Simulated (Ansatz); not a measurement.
**GdN (PbO-type structure)**

Level of theory: DFT, PBE+U (U_eff = 6 eV on Gd 4f), scalar-relativistic, collinear spin; plane waves to 420 eV with PAW datasets (Ansatz 0.2.0), Γ-centred 8×8×8 mesh, 0.05 eV Gaussian smearing; PAW files: Ansatz's generated set soft_2.

```yaml
crystal:
  lattice:
    - [4.32478, 0.00000, 0.00000]
    - [0.00000, 4.32478, 0.00000]
    - [0.00000, 0.00000, 3.59382]
  atoms:
    - { symbol: Gd, position: [0.50000, 0.00000, 0.24396] }
    - { symbol: Gd, position: [0.00000, 0.50000, 0.75604] }
    - { symbol: N, position: [0.00000, 0.00000, 0.00000] }
    - { symbol: N, position: [0.50000, 0.50000, 0.00000] }
```

The start was a prototype's sites filled with these elements. The Crystallography Open Database lists the compound in space group Fm-3m (rock salt), so this is a trial structure.

Magnetic state: ferromagnetic, site spin moments Gd 6.87; N -0.10 μB.

The run above is the reference. The same cell was run again with other input settings; several of them aren't fit for production, so the rows show the settings' effect and aren't properties of the material.

```tsv
keys changed	outcome	ΔE (meV/atom)	P (GPa)	gap on the mesh (eV)	cell moment (μB)	largest force component (eV/Å)	SCF iterations	rough core-seconds	new warnings
none (reference)	converged	0.0	-0.1	0.25	14.00	0.002	–	–	–
kpoints.mp_grid.shift: [0.5, 0.5, 0.5]; scf.occupations.width: 0.05 → null; scf.occupations.method: "gaussian" → "tetrahedron_uncorrected"; hamiltonian.pseudopotentials: {"kind": "paw", "source": "jth"}	refused	–	–	–	–	–	0	0.1	–
hamiltonian.hubbard: {"sites": [{"species": "Gd", "l": "f", "u_eff": 6.0}]} → {"sites": [{"species": "Gd", "l": "f", "u_eff": 8.0}], "double_counting": "fll"}; scf.convergence.dr2_threshold: 0.0001	converged	–	0.4	0.25	14.00	0.030	8	25	force scf threshold loose; stress scf threshold loose
scf.mixing.algorithm: "broyden"; scf.mixing.beta: 0.05; scf.mixing.ndim: 4	converged	0.0	-0.1	0.25	14.00	0.002	27	50	–
accuracy: "medium"	converged	0.0	-0.1	0.25	14.00	0.002	11	29	–
```

ΔE is the energy with the smearing extrapolated to zero. It is left out where the change alters the Hamiltonian or the spin treatment. The varied runs start from atomic densities (corrected by the program's trained start where that serves), with the default search for lower states unless a row changes it, while the reference went on from a saved state, so a magnet may end in another state whatever the setting.

Q: What happens with these changes: hamiltonian.pseudopotentials: {"kind": "nc", "accuracy": "standard"}; basis.ecutrho_ratio: 4 → 8?

A: outcome refused, SCF iterations 0, rough core-seconds 0.1.

Q: What happens with these changes: kpoints.mp_grid.shift: [0.5, 0.5, 0.5]; scf.mixing.algorithm: "msr1"; scf.mixing.beta: 0.5; scf.mixing.ndim: 4; scf.lower_state_search: "off"?

A: outcome converged, ΔE (meV/atom) 0.0, P (GPa) 0.0, gap on the mesh (eV) 0.66, cell moment (μB) 14.00, largest force component (eV/Å) 0.001, SCF iterations 12, rough core-seconds 19.

3 further runs (cut off, refused for memory, with changed atoms or starts, or in doubt) are left out.

Of the reference: For elements this heavy, spin–orbit coupling would shift levels and gaps; it isn't included here. The run wasn't fully tested for a lower electronic state. Site moments are of spin, integrated over atomic spheres. The moments were started parallel, and the real magnetic order may be another.
